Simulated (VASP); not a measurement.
Wanted: the native input for a VASP 6.6.1 run.

| Item | Value |
| --- | --- |
| Task | relaxation of the atoms |
| Functional | PBEsol |
| Potentials or basis | VASP PAW PBE potentials, release 64 (Ag) |
| Cutoff | 520 eV |
| k mesh | 15 × 15 × 1 |
| Occupations | methfessel-paxton, width 0.1 eV |
| Spin | no spin polarisation |
| Dipole correction | yes |
| Further INCAR settings | ALGO = Normal; EDIFF = 1e-06; IBRION = 2; EDIFFG = -0.02; NSW = 80 |

The structure of Ag lies in POSCAR:

```
Ag
1.0
    2.8648615100      0.0000000000      0.0000000000
   -1.4324307500      2.4810428400      0.0000000000
    0.0000000000      0.0000000000     26.6957481300
Ag
6
Direct
    0.6666666700      0.3333333300      0.2809436200
    0.3333333300      0.6666666700      0.3685661700
    0.0000000000      0.0000000000      0.4561887200
    0.6666666700      0.3333333300      0.5438112800
    0.3333333300      0.6666666700      0.6314338300
    0.0000000000      0.0000000000      0.7190563800
```

The slab is cut from a database's or a generator's crystal, which needn't be the stable form of the element.

One way to write it, as run:

INCAR

```
SYSTEM = Ag
  ALGO = Normal
  DIPOL = 0.5 0.5 0.500
  EDIFF = 1E-6
  EDIFFG = -0.02
  ENCUT = 520
  GGA = PS
  IBRION = 2
  IDIPOL = 3
  ISIF = 2
  ISMEAR = 1
  KPAR = 2
  LASPH = .True.
  LCHARG = .False.
  LDIPOL = .True.
  LREAL = .False.
  LWAVE = .False.
  NELM = 80
  NSW = 80
  PREC = Accurate
  SIGMA = 0.1
```

KPOINTS

```
k-points
0
Gamma
  15 15 1
  0 0 0
```

Potentials or basis: VASP PAW PBE potentials, release 64 (Ag).

The run is started by

```bash
$ cat potpaw_PBE.64/Ag/POTCAR > POTCAR
$ mpirun -np 2 vasp_std > vasp.out
```

Results of the run:

```yaml
Energy_gained_by_relaxing: 0.1 meV/atom
Ionic_steps: 3
Largest_force_after_relaxing: 0.013 eV/Å
Band_gap_on_the_k_mesh: none (metal or under the smearing width)
```

Caveat: the PAW data sets were made with another functional, which shifts forces and pressure a little.

Wall time 2.7 min on 2 MPI ranks on AMD EPYC 9R45 (Zen 5) (shared host), peak memory 0.38 GiB a rank.
